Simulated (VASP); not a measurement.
# Na₇F₈: nudged elastic band

Na₇F₈, defect, 15 atoms in the cell. PBE, nudged elastic band; PAW potentials Na_pv, F (PBE set).

Path: a Na atom hops into a neighbouring Na vacancy; Moving images: 3; Charge of the cell: -1.

## Input

INCAR.step1:
```
SYSTEM = Na7F8
PREC = Normal
ENCUT = 400
EDIFF = 1E-6
ISMEAR = 0
SIGMA = 0.05
LREAL = .False.
LASPH = .True.
NELM = 100
ALGO = Normal
LWAVE = .False.
LCHARG = .False.
ISYM = 0
NELECT = 106.0
IBRION = 2
NSW = 100
ISIF = 2
EDIFFG = -0.02
POTIM = 0.5
KPAR = 6
```

INCAR.step3, as INCAR.step1 but for:
```
- IBRION = 2
- ISIF = 2
- EDIFFG = -0.02
- POTIM = 0.5
- KPAR = 6
+ IBRION = 1
+ POTIM = 0.3
+ EDIFFG = -0.05
+ SPRING = -5
+ IMAGES = 3
+ KPAR = 2
```

KPOINTS:
```
k-points
0
Gamma
  3 3 3
```

00/POSCAR:
```
Na7F8
1.0
    0.0000000000      4.6400000000      4.6400000000
    4.6400000000      0.0000000000      4.6400000000
    4.6400000000      4.6400000000      0.0000000000
Na F
7 8
Direct
    0.9999997675      0.9999998384      0.5000002809
    0.9999999173      0.5000000632      0.9999998192
    0.9999998663      0.4999999013      0.5000002708
    0.5000000402      0.9999998794      0.9999998482
    0.4999999134      0.9999998899      0.5000003628
    0.5000000966      0.4999999806      0.9999999311
    0.4999999428      0.4999999084      0.5000000964
    0.2499993445      0.2499993135      0.2499994325
    0.2597041589      0.2597041641      0.7403004098
    0.2597033609      0.7403008257      0.2597038148
    0.2596991186      0.7402959864      0.7402963496
    0.7403006386      0.2597035441      0.2597040382
    0.7402960573      0.2596990122      0.7402963858
    0.7402971923      0.7402970610      0.2596982605
    0.7500005848      0.7500006319      0.7500006993
```

01/POSCAR:
```
Na7F8
1.0
    0.0000000000      4.6400000000      4.6400000000
    4.6400000000      0.0000000000      4.6400000000
    4.6400000000      4.6400000000      0.0000000000
Na F
7 8
Direct
    1.0005182952      0.9994819337      0.6132002554
    0.9997025222      0.4961697448      0.9927508360
    1.0003025090      0.5038425075      0.4886193987
    0.4961574790      0.9996972930      0.9927642012
    0.5038302409      1.0002973072      0.4886236009
    0.4999143389      0.5000856596      0.9945119210
    0.4996460915      0.5003537714      0.4880592494
    0.2558225266      0.2558246279      0.2333255171
    0.2571066854      0.2571007862      0.7329866952
    0.2576257570      0.7423756460      0.2470738584
    0.2822395076      0.7177584650      0.7443961142
    0.7423897343      0.2576116498      0.2470660074
    0.7176693908      0.2823285750      0.7444636993
    0.7428998265      0.7428942747      0.2471878143
    0.7441750950      0.7441777582      0.7449708314
```

02/POSCAR:
```
Na7F8
1.0
    0.0000000000      4.6400000000      4.6400000000
    4.6400000000      0.0000000000      4.6400000000
    4.6400000000      4.6400000000      0.0000000000
Na F
7 8
Direct
    1.0008309159      0.9991691589      0.7331893981
    0.9995385825      0.4936908340      0.9869100729
    1.0004715390      0.5063392297      0.4801226850
    0.4936607818      0.9995282998      0.9869302758
    0.5063091357      1.0004613186      0.4801428825
    0.4997315440      0.5002684488      0.9897586946
    0.4997312225      0.5002686959      0.4772131211
    0.2560238848      0.2560158374      0.2268487724
    0.2561348231      0.2561269195      0.7279970620
    0.2586709541      0.7413288806      0.2316397976
    0.2979933803      0.7020062269      0.7342342715
    0.7413475314      0.2586523791      0.2316387469
    0.7017073868      0.2982923720      0.7342348342
    0.7438688438      0.7438703474      0.2402547046
    0.7439794744      0.7439810513      0.7388846808
```

03/POSCAR:
```
Na7F8
1.0
    0.0000000000      4.6400000000      4.6400000000
    4.6400000000      0.0000000000      4.6400000000
    4.6400000000      4.6400000000      0.0000000000
Na F
7 8
Direct
    1.0005182669      0.9994815475      0.8534195946
    0.9997022557      0.4961680868      0.9780791985
    1.0003028894      0.5038441521      0.4739369183
    0.4961558426      0.9996970221      0.9780838471
    0.5038318674      1.0002976885      0.4739498339
    0.4996463187      0.5003536974      0.9786306680
    0.4999141338      0.5000857975      0.4721777534
    0.2570951249      0.2570890908      0.2195203537
    0.2558377650      0.2558287450      0.7217166679
    0.2576218071      0.7423764417      0.2193147348
    0.2822614175      0.7177400064      0.7224181361
    0.7423905077      0.2576078226      0.2193222298
    0.7176509084      0.2823506772      0.7223501401
    0.7441656920      0.7441682721      0.2333810961
    0.7429052029      0.7429109523      0.7336988277
```

04/POSCAR:
```
Na7F8
1.0
    0.0000000000      4.6400000000      4.6400000000
    4.6400000000      0.0000000000      4.6400000000
    4.6400000000      4.6400000000      0.0000000000
Na F
7 8
Direct
    1.0000000155      1.0000000040      0.9666665875
    0.9999999806      0.4999999630      0.9666666422
    0.9999999965      0.5000000169      0.4666666753
    0.4999999936      0.9999999937      0.9666666853
    0.5000000095      0.9999999708      0.4666666671
    0.5000000725      0.4999999352      0.9666666858
    0.4999999877      0.4999999349      0.4666666694
    0.2597040028      0.2597038047      0.2069672377
    0.2499993520      0.2499993542      0.7166660760
    0.2596992327      0.7402962793      0.2069630041
    0.2597042310      0.7403001540      0.7263709642
    0.7402957554      0.2596996716      0.2069624398
    0.7403004679      0.2597039261      0.7263706652
    0.7500006091      0.7500006428      0.2166672317
    0.7402962931      0.7402963488      0.7263657687
```

POSCAR.step1:
```
Na7F8
1.0
    0.0000000000      4.6400000000      4.6400000000
    4.6400000000      0.0000000000      4.6400000000
    4.6400000000      4.6400000000      0.0000000000
Na F
7 8
Direct
    0.0000000000      0.0000000000      0.5000000000
    0.0000000000      0.5000000000      0.0000000000
    0.0000000000      0.5000000000      0.5000000000
    0.5000000000      0.0000000000      0.0000000000
    0.5000000000      0.0000000000      0.5000000000
    0.5000000000      0.5000000000      0.0000000000
    0.5000000000      0.5000000000      0.5000000000
    0.2500000000      0.2500000000      0.2500000000
    0.2500000000      0.2500000000      0.7500000000
    0.2500000000      0.7500000000      0.2500000000
    0.2500000000      0.7500000000      0.7500000000
    0.7500000000      0.2500000000      0.2500000000
    0.7500000000      0.2500000000      0.7500000000
    0.7500000000      0.7500000000      0.2500000000
    0.7500000000      0.7500000000      0.7500000000
```

POSCAR.step2:
```
Na7F8
1.0
    0.0000000000      4.6400000000      4.6400000000
    4.6400000000      0.0000000000      4.6400000000
    4.6400000000      4.6400000000      0.0000000000
Na F
7 8
Direct
    0.0000000000      0.0000000000      0.0000000000
    0.0000000000      0.5000000000      0.0000000000
    0.0000000000      0.5000000000      0.5000000000
    0.5000000000      0.0000000000      0.0000000000
    0.5000000000      0.0000000000      0.5000000000
    0.5000000000      0.5000000000      0.0000000000
    0.5000000000      0.5000000000      0.5000000000
    0.2500000000      0.2500000000      0.2500000000
    0.2500000000      0.2500000000      0.7500000000
    0.2500000000      0.7500000000      0.2500000000
    0.2500000000      0.7500000000      0.7500000000
    0.7500000000      0.2500000000      0.2500000000
    0.7500000000      0.2500000000      0.7500000000
    0.7500000000      0.7500000000      0.2500000000
    0.7500000000      0.7500000000      0.7500000000
```

Commands (each step's output is kept before the next begins):
```
cat potpaw_PBE.64/Na_pv/POTCAR potpaw_PBE.64/F/POTCAR > POTCAR
cp INCAR.step1 INCAR
cp POSCAR.step1 POSCAR
mpirun -np 6 vasp_std > vasp.out
cp POSCAR.step2 POSCAR
mpirun -np 6 vasp_std > vasp.out
# 00 and 04 hold the relaxed ends; the images between are interpolated (pair-distance (IDPP))
cp INCAR.step3 INCAR
mpirun -np 6 vasp_std > vasp.out
```

## Result

- Barrier (eV): 0.886
- Barrier of the reverse step (eV): 0.886
- Energy of the second end over the first (eV): 0.000
- Top of the path (share of its length): 0.50
- Length of the path (Å): 3.62
- Steps of the band: 11
- Ionic steps, all stages: 17
- Electronic steps, all stages: 349

Energy along the relaxed band:

| Image | Distance along the path (Å) | Energy above the first end (eV) | Slope along the path (eV/Å) | Largest force across the path (eV/Å) |
|---|---|---|---|---|
| 0 | 0.000 | 0.000 | relaxed end |  |
| 1 | 0.904 | 0.415 | 0.730 | 0.036 |
| 2 | 1.807 | 0.886 | 0.001 | 0.036 |
| 3 | 2.711 | 0.415 | -0.730 | 0.035 |
| 4 | 3.615 | 0.000 | relaxed end |  |

The cell is NaF (16 atoms) with one Na atom missing.

The two ends have the same energy within 0.01 eV.

Limits: the cell holds 15 atoms, so the vacancy or interstitial meets its own images and the barrier isn't that of a lone defect; the cell is charged against a uniform background; the barrier compares two equally charged cells; the atom stays on the straight, symmetric line between the sites, so the barrier is an upper bound: a way around it wasn't tried.

VASP 6.6.1 took 534 s on 6 cores (Intel Xeon Platinum 8488C (Sapphire Rapids)), a shared host.
